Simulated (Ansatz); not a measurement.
# SnTe (F-43m): relaxing the cell for a phonon run

Aim: bring SnTe (F-43m) to small forces and stress, as phonons need.

Program: Ansatz 0.2.0. Level of theory: DFT PBEsol, scalar-relativistic, plane waves, PAW; PAW set soft_1. Results are calculated unless marked as measured.

This is a report of a sequence of runs, with most program output left out.

## Step 1: Starting point

Symmetry: F-43m, No. 216, cubic system. The conventional cell has a = 7.222 Å, b = 7.222 Å, c = 7.222 Å, α = 90.00°, β = 90.00°, γ = 90.00°. Nearest to Sn lie 4 Te at 3.13 Å. Nearest to Te lie 4 Sn at 3.13 Å. Farther neighbours and most contacts between anions are not listed.

## Step 2: A coarse first look

A quick single point on a coarse mesh tells whether the cell has a gap and how far it is from rest, which sets the k mesh and smearing that follow.

Contents of input.yaml:

```yaml
crystal:
  lattice:
    - [0.0, 3.611146, 3.611146]
    - [3.611146, 0.0, 3.611146]
    - [3.611146, 3.611146, 0.0]
  atoms:
    - { symbol: Sn, position: [0.0, 0.0, 0.0] }
    - { symbol: Te, position: [0.75, 0.75, 0.75] }
kpoints:
  mp_grid: { grid: [4, 4, 4] }
hamiltonian:
  xc: pbesol
  pseudopotentials: { kind: paw, azcp: { folder: soft_1 }, xc_functional: pbe }
scf:
  occupations: { method: gaussian, width: 0.1 }
output:
  forces: true
  stress: true
  eigenvalues: true
```

On the command line:

```sh
$ ansatz run input.yaml --threads 4 --pin off --max-ram 10240MiB --backend cpu --events-out ev --progress --plain --runs-dir out
```

Wall time 1.7 s (4 threads of Intel Xeon 6975P-C (Granite Rapids), shared host); peak memory 0.39 GiB; 4 s of CPU time.

A gap read on the k-mesh alone can miss the band edges.

Numbers from this step:

| Item | Value |
| --- | --- |
| pressure | -1.693 GPa |
| volume per atom | 47.09 Å³ |
| gap on the k-mesh | 0.05083 eV |
| direct gap on mesh | 0.7680 eV |

The coarse mesh shows a gap of 0.05 eV and a pressure of -1.7 GPa.

## Step 3: Relaxation, k-mesh 8×8×8, smearing width 0.01 eV

The cell and atoms are relaxed, since residual forces and stress would shift the frequencies.

input.yaml, the sections that differ from step 2:

```yaml
kpoints:
  mp_grid: { grid: [8, 8, 8] }
scf:
  occupations: { method: gaussian, width: 0.01 }
relax:
  adjacent_minimum: "off"
  f_tol: 0.005
  max_steps: 80
  cell: { stress_tol: 0.05 }
# crystal, hamiltonian, output: as in step 2
```

Wall time 6.3 s (4 threads); peak memory 0.48 GiB; 21 s of CPU time.

Relaxation path:

```
step  energy less that of the first step (eV)  largest force component (eV/Å)  pressure (GPa)  volume (Å³)
   1                                   0.0000                          0.0000           -1.37        94.18
   2                                  -0.0253                          0.0000           -0.17        89.18
   3                                  -0.0257                          0.0000            0.03        88.53
  4*                                  -0.0252                          0.0000            0.03        88.53
```

Relaxation steps marked * repeat the geometry before them on a plane-wave basis chosen anew for their cell, so energy and pressure can jump there.

Forces are held to the 24 operations that the run works with; a distortion that breaks them can't arise in this run.

```csv
"conventional cell, symmetrised",before,after,change
a (Å),7.222,7.075,-2.0 %
b (Å),7.222,7.075,-2.0 %
c (Å),7.222,7.075,-2.0 %
volume (Å³/atom),47.09,44.27,-6.0 %
```

The relaxed structure:

```cif
data_structure
_symmetry_space_group_name_H-M 'P 1'
_symmetry_Int_Tables_number 1
_cell_length_a 5.0027
_cell_length_b 5.0027
_cell_length_c 5.0027
_cell_angle_alpha 60.000
_cell_angle_beta 60.000
_cell_angle_gamma 60.000
_cell_volume 88.53
loop_
_atom_site_label
_atom_site_type_symbol
_atom_site_fract_x
_atom_site_fract_y
_atom_site_fract_z
_atom_site_occupancy
Sn1 Sn 0.00000 0.00000 0.00000 1
Te2 Te 0.75000 0.75000 0.75000 1
```

This step gave:

```
pressure          : 0.03205 GPa
volume per atom   : 44.27 Å³
gap on the k-mesh : 0 eV
```

In this step the volume went from 47.09 to 44.27 Å³/atom.

## Step 4: Bringing the structure to rest, k-mesh 10×10×10, smearing width 0.1 eV

The relaxation is repeated from its end, on the mesh and smearing that suit the cell and gap now reached.

input.yaml, the sections that differ from step 3:

```yaml
crystal:
  lattice:
    - [0.0, 3.5374324016, 3.5374324016]
    - [3.5374324016, 0.0, 3.5374324016]
    - [3.5374324016, 3.5374324016, 0.0]
  atoms:
    - { symbol: Sn, position: [0.0, 0.0, 0.0] }
    - { symbol: Te, position: [0.75, 0.75, 0.75] }
kpoints:
  mp_grid: { grid: [10, 10, 10] }
scf:
  occupations: { method: gaussian, width: 0.1 }
# hamiltonian, output, relax: as in step 3
```

Run time: 8 s. Hardware: 4 threads; peak memory 0.5 GiB.

Relaxation path:

| step | energy less that of the first step (eV) | largest force component (eV/Å) | pressure (GPa) | volume (Å³) |
| --- | --- | --- | --- | --- |
| 1 | 0.0000 | 0.0000 | 0.09 | 88.53 |
| 2 | -0.0001 | 0.0000 | 0.00 | 88.85 |
| 3* | -0.0001 | 0.0000 | 0.00 | 88.85 |

Relaxation steps marked * repeat the geometry before them on a plane-wave basis chosen anew for their cell, so energy and pressure can jump there.

Forces are held to the 24 operations that the run works with; a distortion that breaks them can't arise in this run.

```csv
"conventional cell, symmetrised",before,after,change
a (Å),7.075,7.083,+0.1 %
b (Å),7.075,7.083,+0.1 %
c (Å),7.075,7.083,+0.1 %
volume (Å³/atom),44.27,44.43,+0.4 %
```

The relaxed structure:

```cif
data_structure
_symmetry_space_group_name_H-M 'P 1'
_symmetry_Int_Tables_number 1
_cell_length_a 5.0087
_cell_length_b 5.0087
_cell_length_c 5.0087
_cell_angle_alpha 60.000
_cell_angle_beta 60.000
_cell_angle_gamma 60.000
_cell_volume 88.85
loop_
_atom_site_label
_atom_site_type_symbol
_atom_site_fract_x
_atom_site_fract_y
_atom_site_fract_z
_atom_site_occupancy
Sn1 Sn 0.00000 0.00000 0.00000 1
Te2 Te 0.75000 0.75000 0.75000 1
```

Numbers from this step:

* pressure: -0.002105 GPa
* volume per atom: 44.43 Å³

In this step the volume went from 44.27 to 44.43 Å³/atom.

## Step 5: Relaxing to small forces for the phonons

Phonons need a cell at rest on their own settings, so the relaxation is repeated with tight tolerances on forces and stress on the k mesh and occupations of the first response run.

input.yaml, the sections that differ from step 4:

```yaml
crystal:
  lattice:
    - [0.0, 3.5416960247, 3.5416960247]
    - [3.5416960247, 0.0, 3.5416960247]
    - [3.5416960247, 3.5416960247, 0.0]
  atoms:
    - { symbol: Sn, position: [0.0, 0.0, 0.0] }
    - { symbol: Te, position: [0.75, 0.75, 0.75] }
kpoints:
  mp_grid: { grid: [12, 12, 12] }
scf:
  occupations: { method: methfessel_paxton, width: 0.2 }
relax:
  adjacent_minimum: "off"
  f_tol: 0.001
  max_steps: 60
  cell: { stress_tol: 0.01 }
# hamiltonian, output: as in step 4
```

Elapsed: 7.1 s, on 4 threads; peak memory 0.54 GiB; 22 s of CPU time.

Little changed from the start: no atom moved by 0.005 Å and no cell edge by 0.1 %.

Numbers from this step:

| Property | Result |
| --- | --- |
| pressure | 0.005503 GPa |

The forces vanish by symmetry and the pressure is 0.006 GPa, within the tolerances set. The cell now holds 44.43 Å³/atom.

## Step 6: Results

| Item | Value |
| --- | --- |
| space group after relaxation (within 0.01 Å) | F-43m |
| lattice constant a | 7.083 Å |
| lattice constant b | 7.083 Å |
| lattice constant c | 7.083 Å |
| volume per atom | 44.4 Å³ |

In words: The forces vanish by symmetry and the pressure is 0.006 GPa, within the tolerances set. The cell now holds 44.43 Å³/atom. The relaxation keeps the symmetry of its start, so it says nothing on stability against lower symmetry. Spin-orbit coupling is left out, which can matter for the heavy elements here. The PAW files were made for PBE and serve the other functionals too.

[Logs are printed without paths, hosts, clocks, repeated set-up lines and the standing remarks that a program may print on its own settings, such as how far it seeks lower states.]

[Hosts, paths, dates, database ids (printed as entryN), source tags and the programs' standing remarks are cut or masked in the printed files.]
